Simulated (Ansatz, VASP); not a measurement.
# One calculation of SnSe, two programs

Contents of POSCAR:

```
SnSe
1.0
    4.2853270000      0.0000000000      0.0000000000
    0.0000000000      4.2853270000      0.0000000000
    0.0000000000      0.0000000000     10.9906920000
Sn Se
2 2
Direct
    0.5000000000      0.0000000000      0.3722290000
    0.0000000000      0.5000000000      0.6277710000
    0.5000000000      0.0000000000      0.6160390000
    0.0000000000      0.5000000000      0.3839610000
```

The input INCAR.step1:

```
SYSTEM = SnSe
PREC = Accurate ; ENCUT = 520
ISMEAR = -1 ; SIGMA = 0.01
LREAL = .FALSE. ; LASPH = .TRUE.
NELM = 100 ; NBANDS = 28
GGA = PE ; ALGO = Normal
EDIFF = 1E-4 ; LWAVE = .TRUE.
LCHARG = .FALSE.
```

File INCAR.step2:

```
SYSTEM = SnSe
PREC = Accurate ; ENCUT = 520
EDIFF = 1E-6 ; ISMEAR = -1
SIGMA = 0.01 ; LREAL = .FALSE.
LASPH = .TRUE. ; NELM = 100
ALGO = Normal ; ISIF = 2
LWAVE = .FALSE. ; LCHARG = .FALSE.
METAGGA = R2SCAN ; LMIXTAU = .TRUE.
NBANDS = 28 ; ISTART = 1
```

KPOINTS

```
Automatic mesh
0
G
  1 1 1
  0 0 0
```

Input for Ansatz:

```yaml
crystal:
  lattice:
    - [4.285327, 0.0, 0.0]
    - [0.0, 4.285327, 0.0]
    - [0.0, 0.0, 10.990692]
  atoms:
    - { symbol: Sn, position: [0.5, 0.0, 0.37222900000000003] }
    - { symbol: Sn, position: [0.0, 0.5, 0.627771] }
    - { symbol: Se, position: [0.5, 0.0, 0.616039] }
    - { symbol: Se, position: [0.0, 0.5, 0.383961] }
basis:
  ecutwfc: 600.0
kpoints:
  mp_grid:
    grid: [1, 1, 1]
hamiltonian:
  xc: r2scan
  pseudopotentials:
    kind: paw
scf:
  n_extra_bands: 4
  occupations:
    method: fermi_dirac
    width: 0.01
output:
  eigenvalues: true
```

Alike in both runs: task single point; functional r2SCAN; k mesh 1 × 1 × 1; occupations fermi-dirac, width 0.01 eV; no spin polarisation.

|  | VASP | Ansatz |
| --- | --- | --- |
| version | VASP 6.6.1 | Ansatz 0.2.0 |
| potentials or method | VASP PAW PBE potentials, release 64 (Sn_d, Se) | plane waves, PAW |
| plane-wave cutoff (eV) | 520 | 600 |
| valence electrons in the cell | 40 | 60 |

|  | VASP | Ansatz | Ansatz less VASP |
| --- | --- | --- | --- |
| gap on the k mesh at the Fermi level (eV) | 1.85 | 1.86 | +0.010 |

The two sets of potentials don't hold the same shells in valence.

Caveats: spin-orbit coupling is left out, which moves the levels of the heavy elements.
